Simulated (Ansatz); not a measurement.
# Tetragonal deformation path in GaP

The calculation used DFT LDA, scalar-relativistic, plane waves, PAW (Ansatz 0.2.0). The runs took a 420 eV cutoff, a Γ-centred 10×10×10 mesh and Gaussian smearing (0.05 eV). No spin polarisation. Energies are free energies at this smearing, counted from the undisturbed cell; pressure is positive in compression.

The undisturbed cell (as given, not relaxed at this level; it stands at -2.7 GPa):

```
CELL_PARAMETERS angstrom
0.00000 2.72525 2.72525
2.72525 0.00000 2.72525
2.72525 2.72525 0.00000
ATOMIC_POSITIONS crystal
Ga 0.00000 0.00000 0.00000
P 0.75000 0.75000 0.75000
```

At fixed volume and fractional coordinates, lengths along (0.000, 0.000, 1.000) are scaled against those across it; ρ is that ratio over its starting value.

```csv
ρ,ΔE (meV/atom)
0.650,335.3
0.707,246.7
0.780,147.1
0.850,70.7
0.920,20.6
0.960,5.2
1.000,0.0
1.050,8.3
1.100,33.1
1.200,131.5
1.300,286.5
1.414,493.2
1.500,631.0
```

Problem. Predict the pressure (GPa) at each point.

Solution.
```csv
ρ,pressure (GPa)
0.650,-7.2
0.707,-5.7
0.780,-4.2
0.850,-3.3
0.920,-2.9
0.960,-2.8
1.000,-2.7
1.050,-2.8
1.100,-2.9
1.200,-3.1
1.300,-3.2
1.414,-3.4
1.500,-3.6
```

Cost: 13 runs of about 2 core-minutes in all, on AMD EPYC (Zen 3) (shared hosts).